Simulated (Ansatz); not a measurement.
Runs of Ansatz 0.2.0 on TiTe. Symmetry: P6_3/mmc, No. 194, hexagonal system. The conventional cell has a = 3.842 Å, b = 3.842 Å, c = 6.403 Å, α = 90.00°, β = 90.00°, γ = 120.00°. Around Te (site symmetry -6m2) lie 6 Ti at 2.74 Å. Ti (site symmetry -3m) has 6 Te at 2.74 Å as nearest neighbours. 

| task | level | potentials or basis | k mesh | cutoff (eV) | smearing | basis error allowed | mesh quality | gap on the mesh (eV) | pressure (GPa) | V0 of scaled cells (Å³/atom) | B0 (GPa) |
| --- | --- | --- | --- | --- | --- | --- | --- | --- | --- | --- | --- |
| single point | PBEsol | all-electron LAPW, scalar-relativistic | 8 × 8 × 4 | 250 | fermi-dirac 0.05 eV | 0.001 eV/atom | not flagged | none | 3.4 | - | - |
| band structure | LDA | all-electron LAPW, scalar-relativistic | 8 × 8 × 4 | 231 | fermi-dirac 0.05 eV | 0.002 eV/atom | not flagged | - | (a) | - | - |
| band structure | PBEsol | all-electron LAPW, scalar-relativistic | 8 × 8 × 4 | 231 | fermi-dirac 0.05 eV | 0.002 eV/atom | not flagged | - | 3.4 | - | - |
| phonons | PBEsol | all-electron LAPW, scalar-relativistic | 8 × 8 × 4 | 247 | fermi-dirac 0.05 eV | 0.002 eV/atom | not flagged | none | - | - | - |
| band structure | PBEsol | all-electron LAPW, inner shells corrected to Dirac's equation | 8 × 8 × 4 | 231 | fermi-dirac 0.05 eV | 0.002 eV/atom | not flagged | - | 3.4 | - | - |
| equation of state | PBEsol | all-electron LAPW, scalar-relativistic | 8 × 8 × 4 | - | fermi-dirac 0.05 eV | 0.001 eV/atom | not flagged | - | - | 21.15 | 96 |
| band structure | PBEsol | all-electron LAPW, non-relativistic | 8 × 8 × 4 | 231 | fermi-dirac 0.05 eV | 0.002 eV/atom | not flagged | - | 4.3 | - | - |
| density of states | PBEsol | all-electron PAW datasets made for the crystal | 8 × 8 × 4 | 260 | fermi-dirac 0.05 eV | - | not flagged | none | 3.4 | - | - |
| single point | PBEsol | all-electron LAPW, scalar-relativistic | 5 × 5 × 2 | 231 | fermi-dirac 0.03 eV | 0.002 eV/atom | coarse | none | 3.4 | - | - |
| equation of state | LDA | all-electron LAPW, scalar-relativistic | 8 × 8 × 4 | - | fermi-dirac 0.05 eV | 0.002 eV/atom | not flagged | - | - | (b) | 102 |

Alike in all rows: no spin polarisation; cell as given.

Task: Fill in the values left out.

Result: (a) 0.7; (b) 20.60.

Caveats: some runs use coarse meshes; the cell was scaled at fixed shape and fractional positions, which overstates the stiffness of a crystal with free parameters, most of all of layers and chains (some runs); a metal's response needs a denser mesh (some runs); relativity is left out, which matters for the heavier elements (some runs); the program warned that the printed levels may be off, so bands, gaps and densities of states are rough (some runs); the k mesh is thin for a metal, which can move the energy by tens of meV per atom (some runs).

A k mesh can miss the band edges, and the runs leave out spin-orbit coupling on Te.

A gap of «none» marks a metal or a gap under the smearing width.

Not every run made on this cell is shown here.
